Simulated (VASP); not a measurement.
# Mg: training a machine-learned force field on the fly

Mg, P6_3/mmc (no. 194), 36 atoms in the cell. PBE, on-the-fly training of a machine-learned force field; PAW potentials Mg (PBE set).

Ensemble: NpT; Target temperature (K): 249; Final target temperature (K): 1079.

## Input

INCAR.step1:
```
SYSTEM = Mg
GGA = PE
PREC = Normal
ENCUT = 260
EDIFF = 1E-5
NELM = 60
ALGO = Fast
LREAL = Auto
LASPH = .True.
ISMEAR = -1
SIGMA = 0.072
ISYM = 0
LWAVE = .False.
LCHARG = .False.
IBRION = 0
NSW = 3000
POTIM = 2.0
TEBEG = 249
TEEND = 1079
MDALGO = 3
ISIF = 3
LANGEVIN_GAMMA = 10
LANGEVIN_GAMMA_L = 10
PMASS = 100
RANDOM_SEED = 282479 0 0
ML_LMLFF = .True.
ML_MODE = train
KPAR = 4
NCORE = 2
```

INCAR.step2, as INCAR.step1 but for:
```
- NSW = 3000
- TEBEG = 249
- TEEND = 1079
+ NSW = 1500
+ TEBEG = 1753
+ TEEND = 1753
```

INCAR.step3, as INCAR.step2 but for:
```
- NSW = 1500
- TEEND = 1753
+ NSW = 3000
+ TEEND = 876
```

INCAR.step4:
```
SYSTEM = Mg
GGA = PE
PREC = Normal
ENCUT = 260
EDIFF = 1E-5
NELM = 60
ALGO = Fast
LREAL = Auto
LASPH = .True.
ISMEAR = -1
SIGMA = 0.072
ISYM = 0
LWAVE = .False.
LCHARG = .False.
ML_LMLFF = .True.
ML_MODE = refit
KPAR = 4
NCORE = 2
```

KPOINTS:
```
k-points
0
Monkhorst-Pack
  2 2 2
```

ICONST:
```
LA 1 2 0
LA 1 3 0
LA 2 3 0
LR 1 0
LR 2 0
LR 3 0
S 1 0 0 0 0 0 0
S 0 1 0 0 0 0 0
S 0 0 1 0 0 0 0
S 0 0 0 1 -1 0 0
S 0 0 0 1.0823336 0 -1 0
```

POSCAR.step1:
```
Mg
1.0
    9.6279000000      0.0000000000      0.0000000000
   -4.8139500000      8.3380059852      0.0000000000
    0.0000000000      0.0000000000     10.4206000000
Mg
36
Direct
    0.2222222222      0.1111111111      0.3750000000
    0.2222222222      0.1111111111      0.8750000000
    0.2222222222      0.4444444444      0.3750000000
    0.2222222222      0.4444444444      0.8750000000
    0.2222222222      0.7777777778      0.3750000000
    0.2222222222      0.7777777778      0.8750000000
    0.5555555556      0.1111111111      0.3750000000
    0.5555555556      0.1111111111      0.8750000000
    0.5555555556      0.4444444444      0.3750000000
    0.5555555556      0.4444444444      0.8750000000
    0.5555555556      0.7777777778      0.3750000000
    0.5555555556      0.7777777778      0.8750000000
    0.8888888889      0.1111111111      0.3750000000
    0.8888888889      0.1111111111      0.8750000000
    0.8888888889      0.4444444444      0.3750000000
    0.8888888889      0.4444444444      0.8750000000
    0.8888888889      0.7777777778      0.3750000000
    0.8888888889      0.7777777778      0.8750000000
    0.1111111111      0.2222222222      0.1250000000
    0.1111111111      0.2222222222      0.6250000000
    0.1111111111      0.5555555556      0.1250000000
    0.1111111111      0.5555555556      0.6250000000
    0.1111111111      0.8888888889      0.1250000000
    0.1111111111      0.8888888889      0.6250000000
    0.4444444444      0.2222222222      0.1250000000
    0.4444444444      0.2222222222      0.6250000000
    0.4444444444      0.5555555556      0.1250000000
    0.4444444444      0.5555555556      0.6250000000
    0.4444444444      0.8888888889      0.1250000000
    0.4444444444      0.8888888889      0.6250000000
    0.7777777778      0.2222222222      0.1250000000
    0.7777777778      0.2222222222      0.6250000000
    0.7777777778      0.5555555556      0.1250000000
    0.7777777778      0.5555555556      0.6250000000
    0.7777777778      0.8888888889      0.1250000000
    0.7777777778      0.8888888889      0.6250000000
```

Commands (each step's output is kept before the next begins):
```
cat potpaw_PBE.64/Mg/POTCAR > POTCAR
cp INCAR.step1 INCAR
cp POSCAR.step1 POSCAR
mpirun -np 8 vasp_std > vasp.out
cp ML_ABN ../ML_AB1
cp ML_ABN ML_AB
cp INCAR.step2 INCAR
mpirun -np 8 vasp_std > vasp.out
cp ML_ABN ../ML_AB1
cp CONTCAR POSCAR
cp ML_ABN ML_AB
cp INCAR.step3 INCAR
mpirun -np 8 vasp_std > vasp.out
cp ML_ABN ../ML_AB1
cp ML_FFN ../ML_FFB
cp ML_ABN ML_AB
cp INCAR.step4 INCAR
mpirun -np 8 vasp_std > vasp.out
cp ML_FFN ../ML_FF
```

## Result

- Force error on the training data (eV/Å): 0.0211
- Energy error on the training data (eV/atom): 0.00319
- Steps with first-principles forces: 369
- Steps in all: 7500

Stages of the training:

| From (K) | To (K) | Steps | With first-principles forces | Force error (eV/Å) |
|---|---|---|---|---|
| 249 | 1079 | 3000 | 168 | 0.0165 |
| 1753 | 1753 | 1500 | 125 | 0.0199 |
| 1753 | 876 | 3000 | 76 | 0.0209 |

The force field was trained in 7500 steps, 369 of them with a first-principles calculation.

VASP 6.6.1 took 4095 s on 8 cores (AMD EPYC 9R45 (Zen 5)), a shared host.
